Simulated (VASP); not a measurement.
Wanted: the native input for a VASP 6.6.1 run.

| Item | Value |
| --- | --- |
| Task | single point |
| Functional | PBE |
| Potentials or basis | VASP PAW PBE potentials, release 64 (B, As) |
| Cutoff | 520 eV |
| k mesh | 4 × 4 × 4 |
| Occupations | gaussian, width 0.02 eV |
| Spin | no spin polarisation |
| Further INCAR settings | ALGO = Normal; EDIFF = 1e-07; NBANDS = 11 |

The structure of BAs lies in POSCAR:

```
BAs                                     
1.0
    0.0000000000      2.4115752086      2.4115752086
    2.4115752086      0.0000000000      2.4115752086
    2.4115752086      2.4115752086      0.0000000000
  B               As            
     1     1
Direct
     0.0000000000000000    0.0000000000000000    0.0000000000000000
     0.2500000000000000    0.2500000000000000    0.2500000000000000
```

One way to write it, as run:

INCAR

```
SYSTEM = BAs
PREC     = Accurate       ! precision mode
ENCUT    = 520            ! plane-wave cutoff, eV
EDIFF    = 1E-7           ! SCF threshold, eV
ISMEAR   = 0              ! smearing method
SIGMA    = 0.02           ! smearing width, eV
LREAL    = .False.        ! projectors in reciprocal space
LASPH    = .True.         ! aspherical terms in the spheres
NELM     = 60             ! most SCF steps
ALGO     = Normal         ! electronic algorithm
ISIF     = 2              ! what is computed and relaxed
LWAVE    = .False.        ! write WAVECAR
LCHARG   = .False.        ! write CHGCAR
GGA      = PE             ! functional
NBANDS   = 11             ! bands
```

KPOINTS

```
Automatic mesh
0
Gamma
  4 4 4
  0 0 0
```

Potentials or basis: VASP PAW PBE potentials, release 64 (B, As).

Launch:

```bash
$ cat potpaw_PBE.64/B/POTCAR potpaw_PBE.64/As/POTCAR > POTCAR
$ mpirun -np 1 vasp_std > vasp.out
```

Results of the run:

```yaml
Pressure: 0.0 GPa
Band_gap_on_the_k_mesh: 1.45 eV, indirect (least direct gap 3.23 eV)
```

Caveat: the k mesh is coarse (spacing up to 0.56 Å⁻¹), so the values aren't converged.

It took 3 s on 1 thread of Intel(R) Xeon(R) 6975P-C (Granite Rapids), on a shared host, peak memory 0.15 GiB.
